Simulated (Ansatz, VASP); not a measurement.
# One calculation of CoO, two programs

The input INCAR:

```
SYSTEM = CoO
PREC = Accurate
ENCUT = 520
EDIFF = 1E-6
ISMEAR = -1
SIGMA = 0.05
LREAL = .False.
LASPH = .True.
NELM = 150
ALGO = Normal
ISIF = 2
LWAVE = .False.
LCHARG = .False.
ISPIN = 2
MAGMOM = 2 0
LORBIT = 11
LMAXMIX = 4
GGA = PS
NBANDS = 18
```

File KPOINTS:

```
regular mesh
0
Gamma
  10 10 10
  0 0 0
```

File POSCAR:

```
CoO
1.0
    1.6022198417      0.9250420569      2.5664708903
   -1.6022198417      0.9250420569      2.5664708903
    0.0000000000     -1.8500841138      2.5664708903
Co O
1 1
Direct
    0.9989783200      0.9989783200      0.9989783200
    0.7510210300      0.7510210300      0.7510210300
```

input.yaml

```yaml
crystal:
  lattice:
    - [1.6022198417, 0.9250420569, 2.5664708903]
    - [-1.6022198417, 0.9250420569, 2.5664708903]
    - [0.0, -1.8500841138, 2.5664708903]
  atoms:
    - { symbol: Co, position: [0.99897832, 0.99897832, 0.99897832], spin: 2.0 }
    - { symbol: O, position: [0.75102103, 0.75102103, 0.75102103] }
hamiltonian:
  xc: pbesol
  pseudopotentials: { kind: paw }
magnetization:
  spin_polarized: true
kpoints:
  mp_grid: { grid: [10, 10, 10] }
  band_path:
    path:
      - [[0.0, 0.0, 0.0], [0.5, 0.0, 0.0], [0.5, 0.2532748666, -0.2532748666]]
      - [[0.7467251334, 0.5, 0.2532748666], [0.5, 0.5, 0.5], [0.0, 0.0, 0.0], [0.3766374333, 0.0, -0.3766374333]]
      - [[0.6233625667, 0.3766374333, 0.0], [0.5, 0.5, 0.0], [0.6233625667, 0.6233625667, 0.2532748666], [0.5, 0.5, 0.5]]
      - [[0.5, 0.0, 0.0], [0.7467251334, 0.3766374333, 0.3766374333]]
    npoints: 14
scf:
  occupations: { method: fermi_dirac, width: 0.05 }
  n_extra_bands: 6
output:
  forces: true
  stress: true
  eigenvalues: true
  fatbands: false
```

Measurements of this composition are mostly on another form, of space group No. 225.

Alike in both runs: functional PBEsol; k mesh 10 × 10 × 10; occupations fermi-dirac, width 0.05 eV; collinear spin.

|  | VASP | Ansatz |
| --- | --- | --- |
| version | VASP 6.6.1 | Ansatz 0.2.0 |
| potentials or method | VASP PAW PBE potentials, release 64 (Co, O) | Ansatz PAW |
| plane-wave cutoff (eV) | 520 | 420 |
| valence electrons in the cell | 15 | 23 |
| task | single point | band structure |

```tsv
	VASP	Ansatz	Ansatz less VASP
gap on the k mesh at the Fermi level (eV)	none	none	-
pressure (GPa)	-8.2	-7.9	+0.27
largest component of the traceless stress (GPa)	3.27	3.26	-0.009
rms of the force components (eV/Å)	0.125	0.124	-0.0011
net moment per atom (μB)	1.38	1.39	+0.013
size of the moment on the site where the two differ most (μB)	2.37	2.22	-0.153
```

Site moments also hang on the region over which each program counts them. Atom by atom the forces differ by 0.001 eV/Å (rms over components). A gap of «none» marks a metal or a gap that the smearing closes. The two sets of potentials don't hold the same shells in valence.

Caveats: a cell with one magnetic atom can't hold antiferromagnetic order, which such compounds often take; semilocal functionals often make such compounds metallic where correlation or magnetic order opens a gap, which also shifts bond lengths; the PAW data sets were made with another functional, which shifts forces and pressure a little (VASP); the pressure holds a Pulay correction of +0.7 GPa for the finite cutoff (Ansatz); the PAW data sets come from PBE, with cores solved anew for the run's functional, which leaves a small shift of forces and pressure (Ansatz).
